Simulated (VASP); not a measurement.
# Settings for BeTe: band structure

BeTe, F-43m (no. 216), 2 atoms in the cell. PBE; PAW potentials Te, Be (PBE set). VASP 6.6.1.

Wanted: band energies at the path's corners within 0.1 eV; smallest gap over path and mesh within 0.05 eV.

What the run is for: bands; Accuracy asked: screening; Route: KPOINTS_OPT.

Band energies at the path's corners: counted from the valence top.

POSCAR:
```
BeTe
1.0
    0.0000000000      2.7700000000      2.7700000000
    2.7700000000      0.0000000000      2.7700000000
    2.7700000000      2.7700000000      0.0000000000
Te Be
1 1
Direct
    0.7500000000      0.7500000000      0.7500000000
    0.0000000000      0.0000000000      0.0000000000
```

The series start from Plane-wave cutoff (eV): 290; k-point mesh: 6 × 6 × 6; k points a path segment: 12; Electronic threshold (eV): 1e-6; Precision mode (PREC): Accurate; Bands in all (NBANDS): 16; Aspherical gradient terms in the spheres (LASPH): yes. Each series keeps the choices made before it, and each single choice may use up half of a tolerance.

## Plane-wave cutoff (eV)

| Plane-wave cutoff (eV) | Band energies at the path's corners, largest deviation (eV) | Smallest gap over path and mesh (eV) | Time (s) |
|---|---|---|---|
| 200 | 0.01 | 1.846 | 10 |
| 250 | 0.00 | 1.845 | 13 |
| 290 | 0.00 | 1.845 | 15 |
| 320 | 0.00 | 1.845 | 18 |
| 400 | 0.00 | 1.845 | 35 |
| 500 (reference) | 0.00 | 1.845 | 54 |

Chosen: 200, the loosest value from which every tighter one stays within half of the tolerance.

## k-point mesh

| k-point mesh | Band energies at the path's corners, largest deviation (eV) | Smallest gap over path and mesh (eV) | Time (s) |
|---|---|---|---|
| 2 × 2 × 2 | 0.12 | 1.756 | 12 |
| 3 × 3 × 3 | 0.04 | 1.819 | 11 |
| 4 × 4 × 4 | 0.01 | 1.837 | 11 |
| 5 × 5 × 5 | 0.00 | 1.845 | 11 |
| 6 × 6 × 6 | 0.00 | 1.846 | 10 |
| 7 × 7 × 7 | 0.00 | 1.848 | 12 |
| 9 × 9 × 9 (reference) | 0.00 | 1.849 | 13 |

Chosen: 4 × 4 × 4.

## Electronic threshold (eV)

| Electronic threshold (eV) | Band energies at the path's corners, largest deviation (eV) | Smallest gap over path and mesh (eV) | Time (s) |
|---|---|---|---|
| 0.001 | 0.01 | 1.820 | 4.5 |
| 0.0001 | 0.00 | 1.837 | 7.1 |
| 1e-5 | 0.00 | 1.837 | 5.5 |
| 1e-6 | 0.00 | 1.837 | 5.5 |
| 1e-7 (reference) | 0.00 | 1.839 | 6.8 |

Chosen: 0.001.

## Precision mode (PREC)

| Precision mode (PREC) | Band energies at the path's corners, largest deviation (eV) | Smallest gap over path and mesh (eV) | Time (s) |
|---|---|---|---|
| SingleN | 0.00 | 1.820 | 2.5 |
| Normal | 0.00 | 1.820 | 2.5 |
| Accurate (reference) | 0.00 | 1.820 | 4.5 |

Chosen: SingleN.

## Bands in all (NBANDS)

| Bands in all (NBANDS) | Band energies at the path's corners, largest deviation (eV) | Smallest gap over path and mesh (eV) | Time (s) |
|---|---|---|---|
| 6 | 0.03 | 1.821 | 1.8 |
| 7 | 0.00 | 1.821 | 2.9 |
| 8 | 0.00 | 1.821 | 1.8 |
| 10 | 0.00 | 1.821 | 1.9 |
| 16 | 0.00 | 1.820 | 2.5 |
| 26 (reference) | 0.00 | 1.820 | 3.0 |

Chosen: 6.

## Aspherical gradient terms in the spheres (LASPH)

| Aspherical gradient terms in the spheres (LASPH) | Band energies at the path's corners, largest deviation (eV) | Smallest gap over path and mesh (eV) | Time (s) |
|---|---|---|---|
| no | 0.00 | 1.821 | 0.9 |
| yes (reference) | 0.00 | 1.821 | 1.8 |

Chosen: no.

Also changed on the way, by series that aren't shown: k points a path segment: 5.

## All choices together

| Input | Band energies at the path's corners, largest deviation (eV) | Smallest gap over path and mesh (eV) | Time (s) |
|---|---|---|---|
| the program's defaults (naive) | 0.01 | 1.835 | 4.4 |
| chosen settings | 0.03 | 1.821 | 0.9 |
| reference settings throughout | 0.00 | 1.847 | 214 |

The tolerance is met.

## The input

INCAR:
```
GGA = PE
ISMEAR = 0
SIGMA = 0.03
LWAVE = False
LCHARG = False
NBANDS = 6
PREC = SingleN
LASPH = False
LREAL = False
ALGO = Normal
EDIFF = 0.001
NELM = 120
GGA_COMPAT = False
ENCUT = 200
EFERMI = MIDGAP
```

KPOINTS:
```
Automatic mesh
0
Gamma
  4 4 4
  0 0 0
```

KPOINTS_OPT:
```
path GXWKGLUWLK,UX
5
line-mode
reciprocal
 0.0000000000  0.0000000000  0.0000000000  G
 0.5000000000  0.0000000000  0.5000000000  X

 0.5000000000  0.0000000000  0.5000000000  X
 0.5000000000  0.2500000000  0.7500000000  W

 0.5000000000  0.2500000000  0.7500000000  W
 0.3750000000  0.3750000000  0.7500000000  K

 0.3750000000  0.3750000000  0.7500000000  K
 0.0000000000  0.0000000000  0.0000000000  G

 0.0000000000  0.0000000000  0.0000000000  G
 0.5000000000  0.5000000000  0.5000000000  L

 0.5000000000  0.5000000000  0.5000000000  L
 0.6250000000  0.2500000000  0.6250000000  U

 0.6250000000  0.2500000000  0.6250000000  U
 0.5000000000  0.2500000000  0.7500000000  W

 0.5000000000  0.2500000000  0.7500000000  W
 0.5000000000  0.5000000000  0.5000000000  L

 0.5000000000  0.5000000000  0.5000000000  L
 0.3750000000  0.3750000000  0.7500000000  K

 0.6250000000  0.2500000000  0.6250000000  U
 0.5000000000  0.0000000000  0.5000000000  X
```

Commands:
```
cat potpaw_PBE.64/Te/POTCAR potpaw_PBE.64/Be/POTCAR > POTCAR
mpirun -np 1 vasp_std > vasp.out
```

The naive input happens to agree within the tolerance here, in 4.4 s.

Limits: PBE gaps are mostly well below measured ones; spin-orbit coupling is off, though it shifts bands of the heavy elements by a tenth of an eV or more.

The chosen input took VASP 6.6.1 0.9 s on 1 core (Intel Xeon Platinum 8259CL @ 2.50GHz (Skylake/Cascade Lake)), a shared host.

## An input that fails: fixed density asked without a density file

VASP's message: ERROR: charge density could not be read from file CHGCAR for ICHARG>10.

Changes against the starting input:
```
- NELM = 120
+ NELM = 50
+ ICHARG = 11
```
